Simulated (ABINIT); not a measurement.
Here is an ABINIT 10.8.3 (patched build) calculation.

run.abi

```
# Datasets
ndtset 2

# Pseudopotentials
pp_dirpath "./"
pseudos "Sn.upf"

# Structure
acell 3*1.0
rprim
     0.0000000000     6.1253846031     6.1253846031
     6.1253846031     0.0000000000     6.1253846031
     6.1253846031     6.1253846031     0.0000000000
ntypat 1
znucl 50
natom 2
typat 1 1
chkprim 0
chksymtnons 0
tolsym 1.0e-6
xred
            3/4            3/4            3/4
            1/2            1/2            1/2

# Plane-wave basis
ecut 32.0
ecutsm 0.5

# k points
ngkpt 8 8 8
nshiftk 1
shiftk 0.0 0.0 0.0

# Exchange and correlation
ixc 7

# Bands and occupations
nband 21
occopt 7
tsmear 0.2 eV

# SCF cycle
nstep 80

# Output
prteig 0
prtebands 0
prtwf 0
prtden 0
prtpot 0

# Dataset 1: ground state
kptopt1 1
tolvrs1 1.0e-15
prtwf1 1
tolwfr1 1.0e-17
nbdbuf1 3

# Dataset 2: response at q = 0 to atomic displacements
rfphon2 1
rfatpol2 1 2
rfdir2 1 1 1
getwfk2 1
kptopt2 2
nqpt2 1
qpt2 0.0 0.0 0.0
tolvrs2 1.0e-10
```

The input mrgddb.in:

```
merged_DDB
Sn
2
runo_DS1_DDB
runo_DS2_DDB
```

Contents of anaddb.abi:

```
ddb_filepath "merged_DDB"
output_file "anaddb.abo"
outdata_prefix "ana"
asr 1
chneut 0
dipdip 0
dieflag 0
enunit 0
eivec 1
nph1l 1
qph1l 0.0 0.0 0.0 1.0
```

Potentials or basis: PseudoDojo NC SR LDA v0.4.1 standard.

Command:

```console
$ abinit run.abi > log 2>&1
$ mrgddb < mrgddb.in > mrgddb.log 2>&1
$ anaddb anaddb.abi > anaddb.log 2>&1
```

**Question.** Predict the highest phonon frequency at Γ.

**Answer.** 181 cm⁻¹.

**Question.** Estimate the band gap on the k mesh.

**Answer.** None (metal or under the smearing width).

Phonon frequencies in cm⁻¹ (negative: imaginary):
```csv
q point,frequencies
"(0.000, 0.000, 0.000)",0 0 0 181 181 181
```
